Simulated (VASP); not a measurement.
Write the native input for VASP 6.6.1 that does the following.

```yaml
Task: single point
Functional: PBE
Potentials_or_basis: VASP PAW PBE potentials, release 64 (Si, Ge_d)
Cutoff: 520 eV
k_mesh: 6 × 6 × 6
Occupations: fermi-dirac, width 0.02 eV
Spin: no spin polarisation
Dipole_correction: no
Further_INCAR_settings: ALGO = Fast; EDIFF = 1e-06; NBANDS = 21
```

The structure of Si3Ge lies in POSCAR:

```
Si3Ge
1.0
    4.0389547665      0.0000000000      0.0000000000
    0.0000000000      4.0389547665      0.0000000000
    0.0000000000      0.0000000000      5.6964442879
Si Ge
3 1
Direct
    0.5000000000      0.0000000000      0.7551083715
    0.5000000000      0.5000000000      0.0000000000
    0.0000000000      0.5000000000      0.2448916285
    0.0000000000      0.0000000000      0.5000000000
```

The cell was built by a generator and needn't be a form met in nature.

The cell isn't the ideal one: hydrostatic strain +3.9%.

One way to write it, as run:

INCAR

```
ALGO = Fast
EDIFF = 1E-6
ENCUT = 520
GGA = PE
ISIF = 2
ISMEAR = -1
LASPH = True
LCHARG = False
LREAL = False
LWAVE = False
NBANDS = 21
NELM = 100
PREC = Accurate
SIGMA = 0.02
```

KPOINTS

```
k-points
0
Gamma
  6 6 6
```

Potentials or basis: VASP PAW PBE potentials, release 64 (Si, Ge_d).

Launch:

```console
$ cat potpaw_PBE.64/Si/POTCAR potpaw_PBE.64/Ge_d/POTCAR > POTCAR
$ mpirun -np 1 vasp_std > vasp.out
```

It gave:

* Pressure: -6.3 GPa
* Largest force: 0.072 eV/Å
* Band gap on the k mesh: 0.58 eV, indirect (least direct gap 0.80 eV)

It took 71 s on 1 thread of Intel(R) Xeon(R) Platinum 8259CL CPU @ 2.50GHz (Skylake/Cascade Lake) (shared host), peak memory 0.23 GiB.
